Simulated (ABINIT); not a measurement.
Crystal: Ta.

```
Ta
1.0
     2.90037    0.00000    0.00000
    -1.45019    2.51180    0.00000
     0.00000    0.00000    5.16627
Ta
2
Direct
  0.33333 0.66667 0.25000
  0.66667 0.33333 0.75000
```

This isn't the form of Ta at room conditions, which is bcc.

| Item | Value |
| --- | --- |
| Program | ABINIT 10.8.3 (patched build) |
| Task | relaxation of cell and atoms |
| Functional | PBE |
| Dispersion | D3(BJ) |
| Potentials or basis | JTH PAW PBE v2.0 |
| Cutoff | 517 eV |
| k mesh | 11 × 11 × 5 |
| Occupations | fermi-dirac, width 0.05 eV |
| Spin | no spin polarisation |

At the start: pressure -6.6 GPa; volume 18.82 Å³/atom.

**Question.** How do energy, volume and symmetry change on relaxing?

**Answer.** Over 5 steps the energy falls by 13.4 meV/atom and the volume is 18.19 Å³/atom (-3.4 %); space group P6_3/mmc (No. 194, to 0.05 Å).

Step by step:
```csv
step,energy change (eV),largest force (eV/Å),pressure (GPa),volume (Å³)
1,0.0000,0.0000,-6.55,37.64
2,-0.0198,0.0000,-3.50,37.02
3,-0.0275,0.0000,0.10,36.35
4,-0.0271,0.0000,-0.01,36.37
5,-0.0268,0.0000,-0.02,36.37
```

Final structure:
```
Ta
1.0
     2.86634    0.00000    0.00000
    -1.43317    2.48232    0.00000
     0.00000    0.00000    5.11192
Ta
2
Direct
  0.33333 0.66667 0.25000
  0.66667 0.33333 0.75000
```

Caveat: the log and the count of SCF iterations are those of the last ABINIT call alone; pairwise dispersion overbinds metals, which lowers pressure and volume.
